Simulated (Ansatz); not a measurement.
The system is NaCl.

```
CELL_PARAMETERS angstrom
0.00000 2.79406 2.79406
2.79406 0.00000 2.79406
2.79406 2.79406 0.00000
ATOMIC_POSITIONS crystal
Cl 0.50000 0.50000 0.50000
Na 0.00000 0.00000 0.00000
```

The cell is a database's computed one.

* Program: Ansatz 0.2.0
* Task: relaxation of cell and atoms
* Functional: HF
* Potentials or basis: Ansatz PAW
* Cutoff: 420 eV (not typed: the program's choice for these potentials)
* k mesh: 4 × 4 × 4
* Occupations: fermi-dirac, width 0.05 eV
* Spin: no spin polarisation

At the start: volume 21.81 Å³/atom.

Where does the relaxation end?

It ends after 5 steps and the volume is 24.08 Å³/atom (+10.4 %); space group Fm-3m (No. 225, to 0.05 Å).

The path:
```
step  energy change (eV)  largest force (eV/Å)  volume (Å³)
   1              0.0000                0.0000        43.63
   2             -0.0324                0.0000        46.72
   3             -0.0354                0.0000        47.94
   4             -0.0355                0.0000        48.16
   5             -0.0361                0.0000        48.16
```

Final structure:
```yaml
crystal:
  lattice:
    - [0.00000, 2.88774, 2.88774]
    - [2.88774, 0.00000, 2.88774]
    - [2.88774, 2.88774, 0.00000]
  atoms:
    - { symbol: Cl, position: [0.50000, 0.50000, 0.50000] }
    - { symbol: Na, position: [0.00000, 0.00000, 0.00000] }
```

Caveat: the k mesh is coarse (spacing up to 0.49 Å⁻¹), so the values aren't converged, least of all with exact exchange; the plane-wave basis is chosen anew once the cell has moved, so the energies of steps on either side of that aren't comparable; the PAW data sets come from PBE, with cores solved anew for the run's functional, which leaves a small shift of forces and pressure.
